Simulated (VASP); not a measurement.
# Co (P6_3/mmc) in VASP: notebook

One crystal, Co, is run at these levels: PBE; tasks: relaxation of cell and atoms.

All numbers are computed with VASP 6.6.1; they aren't measurements. Logs are shortened: lines on timing, memory, paths and dates and some standing lists are left out, and cuts for length are marked.

### 1 The structure

It takes space group P6_3/mmc (No. 194, hexagonal). Conventional cell: a = 2.472 Å, b = 2.472 Å, c = 4.021 Å, α = 90.00°, β = 90.00°, γ = 120.00°. Co (site symmetry -6m2) is surrounded by 12 Co at 2.47 Å.

### 2 Relaxation of cell and atoms, PBE, collinear spin, ferromagnetic start

The input, INCAR:

```
PREC = Accurate
ENCUT = 600
EDIFF = 1E-6
ISMEAR = 1
SIGMA = 0.1
LREAL = False
LASPH = True
NELM = 120
ALGO = Fast
ISIF = 3
LWAVE = False
LCHARG = False
ISPIN = 2
MAGMOM = 2 2
LORBIT = 11
LMAXMIX = 4
GGA = PE
IBRION = 2
NSW = 80
EDIFFG = -0.005
KPAR = 2
```

The input, KPOINTS:

```
Automatic mesh
0
Gamma
  20 20 11
```

The input, POSCAR:

```
Co
1.0
    2.4719999000      0.0000000000      0.0000000000
   -1.2360000000      2.1408147000      0.0000000000
    0.0000000000      0.0000000000      4.0211441000
Co
2
Direct
    0.3333333300      0.6666666700      0.2500000000
    0.6666666700      0.3333333300      0.7500000000
```

Potentials or basis: VASP PAW PBE potentials, release 64 (Co).

Started as:

```console
> cat potpaw_PBE.64/Co/POTCAR > POTCAR
> mpirun -np 2 vasp_std > vasp.out
```

OUTCAR:

```text
PREC = Accurate
   ENCUT = 600
   EDIFF = 1E-6
   ISMEAR = 1
   LREAL = False
   LASPH = True
   NELM = 120
   ISIF = 3
   ISPIN = 2
   LORBIT = 11
   GGA = PE
   IBRION = 2
   NSW = 80
   EDIFFG = -0.005

 ion  position               nearest neighbor table
   1  0.333  0.667  0.250-   2 2.47   2 2.47   2 2.47   2 2.47   2 2.47   2 2.47
   2  0.667  0.333  0.750-   1 2.47   1 2.47   1 2.47   1 2.47   1 2.47   1 2.47

  LATTYP: Found a hexagonal cell.
 ALAT       =     2.4719999000
 C/A-ratio  =     1.6266764817

  Lattice vectors:

 A1 = (   2.4719999000,   0.0000000000,   0.0000000000)
 A2 = (  -1.2360000000,   2.1408147000,   0.0000000000)
 A3 = (   0.0000000000,   0.0000000000,   4.0211441000)

Analysis of symmetry for initial positions (statically):
=====================================================================
 Subroutine PRICEL returns:
 Original cell was already a primitive cell.

 Routine SETGRP: Setting up the symmetry group for a
 hexagonal supercell.

 Subroutine GETGRP returns: Found 24 space group operations
 (whereof 12 operations were pure point group operations)
 out of a pool of 24 trial point group operations.

The static configuration has the point symmetry D_3d.
 The point group associated with its full space group is D_6h.

Analysis of symmetry for dynamics (positions and initial velocities):
=====================================================================
 Subroutine PRICEL returns:
 Original cell was already a primitive cell.

 Routine SETGRP: Setting up the symmetry group for a
 hexagonal supercell.

 Subroutine GETGRP returns: Found 24 space group operations
 (whereof 12 operations were pure point group operations)
 out of a pool of 24 trial point group operations.

The dynamic configuration has the point symmetry D_3d.
 The point group associated with its full space group is D_6h.

Analysis of structural, dynamic, and magnetic symmetry:
=====================================================================
 Subroutine PRICEL returns:
 Original cell was already a primitive cell.

 Routine SETGRP: Setting up the symmetry group for a
 hexagonal supercell.

 Subroutine GETGRP returns: Found 24 space group operations
 (whereof 12 operations were pure point group operations)
 out of a pool of 24 trial point group operations.

The overall configuration has the point symmetry D_3d.
 The point group associated with its full space group is D_6h.

 Subroutine INISYM returns: Found 24 space group operations
 (whereof 12 operations are pure point group operations),
 and found     1 'primitive' translations

----------------------------------------------------------------------------------------

                                     Primitive cell

  volume of cell :      21.2803

  direct lattice vectors                    reciprocal lattice vectors
     2.471999900  0.000000000  0.000000000     0.404530761  0.233555954  0.000000000
    -1.236000000  2.140814700  0.000000000     0.000000000  0.467111890  0.000000000
     0.000000000  0.000000000  4.021144100     0.000000000  0.000000000  0.248685443

  length of vectors
     2.471999900  2.471999915  4.021144100     0.467111893  0.467111890  0.248685443

  position of ions in fractional coordinates (direct lattice)
     0.333333330  0.666666670  0.250000000
     0.666666670  0.333333330  0.750000000

  ion indices of the primitive-cell ions
   primitive index   ion index
                 1           1
                 2           2

----------------------------------------------------------------------------------------

 KPOINTS: Automatic mesh

Automatic generation of k-mesh.
 Grid dimensions read from file:
 generate k-points for:   20   20   11

 Generating k-lattice:

  Cartesian coordinates                     Fractional coordinates (reciprocal lattice)
     0.020226538  0.011677798  0.000000000     0.050000000  0.000000000  0.000000000
     0.000000000  0.023355594  0.000000000     0.000000000  0.050000000  0.000000000
     0.000000000  0.000000000  0.022607768     0.000000000  0.000000000  0.090909091

  Length of vectors
     0.023355595  0.023355594  0.022607768

  Shift w.r.t. Gamma in fractional coordinates (k-lattice)
     0.000000000  0.000000000  0.000000000

 Subroutine IBZKPT returns following result:
 ===========================================

 Found    264 irreducible k-points:

 Following reciprocal coordinates:
            Coordinates               Weight
  0.000000  0.000000  0.000000      1.000000
  0.050000 -0.000000  0.000000      6.000000
  0.100000  0.000000  0.000000      6.000000
  0.150000  0.000000  0.000000      6.000000
  0.200000  0.000000  0.000000      6.000000
  0.250000  0.000000  0.000000      6.000000
[... 16 lines left out ...]
  0.200000  0.100000  0.000000     12.000000
  0.250000  0.100000  0.000000     12.000000
 [... further k-points ...]
   k-points           NKPTS =    264   k-points in BZ     NKDIM =    264   number of bands    NBANDS=     15
   number of dos      NEDOS =    301   number of ions     NIONS =      2
   total plane-waves  NPLWV =  12800
   dimension x,y,z NGX =    20 NGY =   20 NGZ =   32
   dimension x,y,z NGXF=    40 NGYF=   40 NGZF=   64
   ions per type =               2
   NGX,Y,Z   is equivalent  to a cutoff of  13.45, 13.45, 13.23 a.u.
   NGXF,Y,Z  is equivalent  to a cutoff of  26.90, 26.90, 26.46 a.u.
 SYSTEM =  unknown system
   PREC   = accura    normal or accurate (medium, high low for compatibility)
   ISTART =      0    job   : 0-new  1-cont  2-samecut
   ICHARG =      2    charge: 1-file 2-atom 10-const
   ISPIN  =      2    spin polarized calculation?
   LNONCOLLINEAR =      F non collinear calculations
   LSORBIT =      F    spin-orbit coupling
   LASPH  =      T    aspherical Exc in radial PAW
   ENCUT  =  600.0 eV  44.10 Ry    6.64 a.u.   4.94  4.94  8.03*2*pi/ulx,y,z
   NELM   =    120;   NELMIN=  2; NELMDL= -5     # of ELM steps
   EDIFF  = 0.1E-05   stopping-criterion for ELM
   LREAL  =      F    real-space projection
   EDIFFG = -.5E-02   stopping-criterion for IOM
   NSW    =     80    number of steps for IOM
   IBRION =      2    ionic relax: 0-MD 1-quasi-New 2-CG
   NFREE  =      1    steps in history (QN), initial steepest desc. (CG)
   ISIF   =      3    stress and relaxation
   ISYM   =      2    0-nonsym 1-usesym 2-fastsym
   POTIM  = 0.5000    time-step for ionic-motion
   TEBEG  =    0.0;   TEEND  =   0.0 temperature during run
   PSTRESS=    0.0 pullay stress
   NELECT =      18.0000    total number of electrons
   NUPDOWN=      -1.0000    fix difference up-down
   EMIN   =  10.00;   EMAX   =-10.00  energy-range for DOS
   EFERMI =   0.00;   METHOD = LEGACY
   ISMEAR =     1;   SIGMA  =   0.10  broadening in eV -4-tet -1-fermi 0-gaus
   EFERMI_NEDOS =   21; number of points for ismear=-14 and -15
   IALGO  =     68    algorithm
   IMIX   =      4    mixing-type and parameters
     AMIX     =   0.40;   BMIX     =  1.00
     AMIX_MAG =   1.60;   BMIX_MAG =  1.00
  volume/ion in A,a.u.               =      10.64        71.80
  Fermi-wavevector in a.u.,A,eV,Ry     =   1.548246  2.925761 32.614055  2.397065
  Thomas-Fermi vector in A             =   2.653224
   LORBIT       =     11    0 simple, 1 ext, 2 COOP (PROOUT), +10 PAW based schemes
   GGA     = PE    functional components
   LHFCALC =     F    Hartree Fock is set to
   AEXX    =    0.0000 exact exchange contribution
   IVDW    =     0    specifies the selected vdW correction
   LEPSILON=     F    determine dielectric tensor
   LRPA    =     F    only Hartree local field effects (RPA)
 conjugate gradient relaxation of ions
 spin polarized calculation
 RMM-DIIS sequential band-by-band and
 Methfessel and Paxton  Order N= 1 SIGMA  =   0.10
  energy-cutoff  :      600.00
  volume of cell :       21.28
 maximum number of plane-waves:       739
 NGX is ok and might be reduce to    20
   NGX =  9   NGY =  9   NGZ = 17

--------------------------------------- Ionic step        1  -------------------------------------------

 number of electron      17.9999997 magnetization       3.1881555

 Free energy of the ion-electron system (eV)
  ---------------------------------------------------
  ext. energy  EPLUGINS =         0.00000000
  ---------------------------------------------------
  free energy    TOTEN  =       -14.06776697 eV

  energy without entropy =      -14.06795443  energy(sigma->0) =      -14.06782946

------------------------ aborting loop because EDIFF is reached ----------------------------------------

  FORCE on cell =-STRESS in cart. coord.  units (eV):
  Direction    XX          YY          ZZ          XY          YZ          ZX
  --------------------------------------------------------------------------------------
  -------------------------------------------------------------------------------------
  Total        0.5875818      0.5875818      0.2840583     -0.0000000     -0.0000000      0.0000000
  in kB       44.2386421     44.2386416     21.3865599     -0.0000010     -0.0000000      0.0000000
  external PRESSURE =      36.6212812 kB  Pullay stress =       0.0000000 kB
[... 167 lines left out ...]
--------------------------------------- Ionic step        6  -------------------------------------------

 number of electron      17.9999994 magnetization       3.1979251

 Free energy of the ion-electron system (eV)
  ---------------------------------------------------
  ext. energy  EPLUGINS =         0.00000000
  ---------------------------------------------------
  free energy    TOTEN  =       -14.07228822 eV

  energy without entropy =      -14.07227791  energy(sigma->0) =      -14.07228478

 E-fermi :  10.2979     XC(G=0): -13.4256

 val. band max:       10.2962210306   @ k =   0.1500   0.0500   0.1818
 cond. band min:      10.3005215010   @ k =   0.1000   0.0500   0.1818
 fundamental gap:      0.0043004704
 Fermi energy:        10.2978735059

 spin component 1

 k-point     1 :       0.0000    0.0000    0.0000
  band No.  band energies     occupation
      1       1.3825      1.00000
      2       5.1670      1.00000
      3       7.7004      1.00000
      4       7.7185      1.00000
      5       7.7185      1.00000
      6       8.0330      1.00000
      7       8.0330      1.00000
      8       8.3740      1.00000
      9       8.3740      1.00000
     10       9.4829      1.00000
     11       9.4829      1.00000
     12      10.2476      0.87140
     13      16.7126      0.00000
     14      32.3078      0.00000
[... 403 lines left out ...]
      4       6.8872      1.00000
      5       7.6383      1.00000
      6       7.7980      1.00000
      7       8.0999      1.00000
      8       8.7202      1.00000
      9       9.0789      1.00000
     10       9.4815      1.00000
     11       9.6297      1.00000
     12      16.2022      0.00000
     13      17.5302      0.00000
     14      21.1052      0.00000
     15      24.8094      0.00000

 [... further k-points ...]

 spin component 2

 k-point     1 :       0.0000    0.0000    0.0000
  band No.  band energies     occupation
      1       1.3716      1.00000
      2       6.1040      1.00000
      3       9.3246      1.00000
      4       9.3464      1.00000
      5       9.3464      1.00000
      6       9.7150      1.00000
      7       9.7150      1.00000
      8      10.1323      1.02052
      9      10.1323      1.02052
     10      10.1763      1.03545
     11      11.3588     -0.00000
     12      11.3588     -0.00000
     13      17.7169      0.00000
     14      32.0189      0.00000
[... 444 lines left out ...]
  FREE ENERGIE OF THE ION-ELECTRON SYSTEM (eV)
  ---------------------------------------------------
  free  energy   TOTEN  =       -14.0722882166 eV

  energy  without entropy=      -14.0722779114  energy(sigma->0) =      -14.07228478

 reached required accuracy - stopping structural energy minimisation

 total charge

# of ion       s       p       d       tot
------------------------------------------
    1        0.490   0.524   7.267   8.280
    2        0.490   0.524   7.267   8.280
--------------------------------------------------
tot          0.980   1.048  14.533  16.561

 magnetization (x)

# of ion       s       p       d       tot
------------------------------------------
    1       -0.015  -0.056   1.690   1.619
    2       -0.015  -0.056   1.690   1.619
--------------------------------------------------
tot         -0.030  -0.111   3.380   3.238
```

Wall time 3 min (2 MPI ranks of Intel Xeon Platinum 8375C at 2.90GHz (Ice Lake), shared host); peak memory 0.26 GiB.

What came out:

```yaml
Free_energy: -14.0723 eV
Relaxed_volume: 10.81 Å³/atom
Relaxed_cell: a = 2.491 Å, b = 2.491 Å, c = 4.024 Å, α = 90.00°, β = 90.00°, γ = 120.00°
Space_group_after_relaxing_to_0.05_Å: P6_3/mmc (No. 194)
Energy_gained_by_relaxing: 2.3 meV/atom
Ionic_steps: 6
Pressure_after_relaxing: 0.0 GPa
Band_gap_on_the_k_mesh: none (metal or under the smearing width)
Net_moment: 3.20 μB per cell
Site_moments: Co +1.62 μB
Valence_electrons_inside_the_program's_atomic_spheres: Co 8.28
```

Step by step:
```tsv
step	energy change (eV)	largest force (eV/Å)	pressure (GPa)	volume (Å³)
1	0.0000	0.0000	3.66	21.28
2	0.0006	0.0000	-3.95	22.04
3	-0.0044	0.0000	-0.18	21.64
4	-0.0044	0.0000	-0.09	21.63
5	-0.0045	0.0000	0.07	21.62
6	-0.0045	0.0000	0.05	21.62
```

Final structure:
```xyz
2
Lattice="2.4906 0.0000 0.0000 -1.2453 2.1570 0.0000 0.0000 0.0000 4.0240" Properties=species:S:1:pos:R:3 pbc="T T T"
Co    0.0000    1.4380    1.0060
Co    1.2453    0.7190    3.0180
```

### 3 Relaxation of cell and atoms, PBE, collinear spin, ferromagnetic start

This run uses another cell than the first one, of 10.81 Å³/atom, 1.016 times its volume.

INCAR is that of step 2.

KPOINTS is that of step 2.

The input, POSCAR:

```
Co                                      
1.0
    2.4906499310     -0.0000000004     -0.0000000000
   -1.2453250162      2.1569661005      0.0000000000
    0.0000000000      0.0000000000      4.0239785339
  Co            
     2
Direct
     0.3333333300000021    0.6666666699999979    0.2500000000000000
     0.6666666699999979    0.3333333300000021    0.7500000000000000
```

Potentials or basis: VASP PAW PBE potentials, release 64 (Co).

Started as:

```console
> cat potpaw_PBE.64/Co/POTCAR > POTCAR
> mpirun -np 2 vasp_std > vasp.out
```

Wall time 74 s (2 MPI ranks of Intel Xeon Platinum 8375C at 2.90GHz (Ice Lake), shared host); peak memory 0.26 GiB.

The run converged. Its results:

```yaml
Free_energy: -14.0725 eV
Relaxed_volume: 10.82 Å³/atom
Relaxed_cell: a = 2.491 Å, b = 2.491 Å, c = 4.025 Å, α = 90.00°, β = 90.00°, γ = 120.00°
Space_group_after_relaxing_to_0.05_Å: P6_3/mmc (No. 194)
Energy_gained_by_relaxing: 0.0 meV/atom
Ionic_steps: 2
Pressure_after_relaxing: 0.0 GPa
Band_gap_on_the_k_mesh: none (metal or under the smearing width)
Net_moment: 3.20 μB per cell
Site_moments: Co +1.62 μB
Valence_electrons_inside_the_program's_atomic_spheres: Co 8.28
```

Final structure:
```
CELL_PARAMETERS angstrom
2.49126 0.00000 0.00000
-1.24563 2.15750 0.00000
0.00000 0.00000 4.02522
ATOMIC_POSITIONS crystal
Co 0.33333 0.66667 0.25000
Co 0.66667 0.33333 0.75000
```

Levels at points of the mesh, in eV from the Fermi level:
Spin up:
| k point | band 9 | band 10 | band 11 | band 12 | band 13 | band 14 |
| --- | --- | --- | --- | --- | --- | --- |
| (0.00, 0.00, 0.00) | -1.92 | -0.82 | -0.82 | -0.05 | 6.41 | 22.00 |
| (0.50, 0.00, 0.00) | -0.59 | -0.53 | 1.32 | 3.34 | 9.73 | 10.39 |
Spin down:
```tsv
k point	band 4	band 5	band 6	band 7	band 8	band 9	band 10	band 11
(0.00, 0.00, 0.00)	-0.95	-0.95	-0.58	-0.58	-0.16	-0.16	-0.12	1.06
(0.50, 0.00, 0.00)	-1.85	-1.11	-1.02	-0.61	1.19	1.32	1.36	2.55
```
